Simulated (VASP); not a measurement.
Wanted: the native input for a VASP 6.6.1 run.

```
Task                   : relaxation of cell and atoms
Functional             : PBEsol
Dispersion             : D3(BJ)
Potentials or basis    : VASP PAW PBE potentials, release 64 (P)
Cutoff                 : 520 eV
k mesh                 : 15 × 15 × 15
Occupations            : gaussian, width 0.02 eV
Spin                   : no spin polarisation
Further INCAR settings : ALGO = Fast; EDIFF = 1e-07; IBRION = 2; EDIFFG = -0.002; NSW = 80; ISIF = 3
```

The structure of P lies in POSCAR:

```
P                                       
1.0
    1.6971601565      0.9798558756      2.7760888637
   -1.6971601565      0.9798558756      2.7760888637
   -0.0000000000     -1.9597117425      2.7760888640
  P             
     2
Direct
     0.2412978559540493    0.2412978559540493    0.2412978559536233
     0.7587021440459507    0.7587021440459507    0.7587021440463767
```

This isn't the form of P at room conditions, which is orthorhombic.

One way to write it, as run:

INCAR

```
PREC = Accurate ; ENCUT = 520
EDIFF = 1E-7 ; ISMEAR = 0
SIGMA = 0.02 ; LREAL = F
LASPH = T ; NELM = 60
ALGO = Fast ; ISIF = 3
LWAVE = F ; LCHARG = F
GGA = PS ; IVDW = 12
IBRION = 2 ; NSW = 80
EDIFFG = -0.002
```

KPOINTS

```
regular mesh
0
Gamma
  15 15 15
```

Potentials or basis: VASP PAW PBE potentials, release 64 (P).

Command:

```bash
$ cat potpaw_PBE.64/P/POTCAR > POTCAR
$ mpirun -np 1 vasp_std > vasp.out
```

Results of the run:

```yaml
Pressure_after_relaxing: 0.0 GPa
Band_gap_on_the_k_mesh: none (metal or under the smearing width)
Dispersion_energy_per_atom: -0.409 eV
```

Caveat: the relaxation stopped at its first step, so nothing moved; the PAW data sets were made with another functional, which shifts forces and pressure a little; pairwise dispersion overbinds metals, which lowers pressure and volume.

It took 2.1 min on 1 thread of AMD EPYC 7R43 64-Core Processor (Zen 3), on a shared host, peak memory 0.18 GiB.
